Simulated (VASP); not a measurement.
Mo:

```xyz
5
Lattice="4.6177 0.0000 0.0000 0.0000 4.6177 0.0000 0.0000 0.0000 4.2096" Properties=species:S:1:pos:R:3 pbc="T T T"
Mo    1.1544    1.1544    0.1946
Mo    1.1544    3.4633    0.1946
Mo    3.4633    1.1544    0.1946
Mo    3.4633    3.4633    0.1946
Mo    0.0000    0.0000    0.9981
```

The cell was built by a generator and needn't be a form met in nature.

The cell isn't the ideal one: random cell with space group P4mm (No. 99).

| Item | Value |
| --- | --- |
| Program | VASP 6.6.1 |
| Task | relaxation of cell and atoms |
| Functional | PBE |
| Potentials or basis | VASP PAW PBE potentials, release 64 (Mo_sv) |
| Cutoff | 600 eV |
| k mesh | 4 × 4 × 4 |
| Occupations | gaussian, width 0.1 eV |
| Spin | no spin polarisation |

At the start: pressure 150.8 GPa; volume 17.95 Å³/atom.

Q: How do energy, volume and symmetry change on relaxing?

A: Over 52 steps the energy falls by 5998.6 meV/atom and the volume is 18.48 Å³/atom (+3.0 %); space group P4/mmm (No. 123, to 0.05 Å).

The path:
```tsv
step	energy change (eV)	largest force (eV/Å)	pressure (GPa)	volume (Å³)
1	0.0000	44.4089	150.78	89.76
3	12.3609	54.5620	66.70	186.69
5	-10.5479	0.2219	-9.67	302.25
7	-11.5260	3.9494	-2.51	275.95
9	-12.0622	4.9941	-0.58	257.96
11	-14.9015	16.5269	18.84	140.64
13	1.6871	44.1279	74.86	131.78
15	22.2403	83.1023	282.59	76.27
17	16.6964	74.8487	214.58	86.27
19	16.6687	74.8008	215.26	86.05
21	16.5544	74.5912	218.41	85.07
23	16.2724	73.8866	232.49	81.22
25	16.0950	72.7690	254.05	76.32
27	13.6719	68.8369	240.76	76.74
29	5.1632	55.2227	194.20	78.43
31	-15.7539	24.0101	80.84	85.37
33	-27.9145	3.8068	0.90	99.12
35	-28.5340	1.2724	-10.99	104.50
37	-28.5875	1.0565	-11.65	104.67
39	-28.9810	0.8456	-8.16	100.78
41	-29.2832	1.0657	17.57	86.00
43	-29.5802	0.8428	3.79	91.82
45	-29.7537	1.4131	2.04	91.89
47	-29.9021	0.9595	1.68	92.04
49	-29.9732	0.2859	-2.56	93.85
51	-29.9928	0.0528	0.13	92.37
52	-29.9929	0.0367	0.04	92.41
```

Final structure:
```
Mo
1.0
     5.62757    0.00000    0.00000
     0.00000    5.62757    0.00000
     0.00000    0.00000    2.91802
Mo
5
Cartesian
  1.5443 1.5443 2.8719
  1.5443 4.0832 2.8719
  4.0832 1.5443 2.8719
  4.0832 4.0832 2.8719
  0.0000 0.0000 1.4157
```

Caveat: the k mesh is coarse (spacing up to 0.37 Å⁻¹), so the values aren't converged.
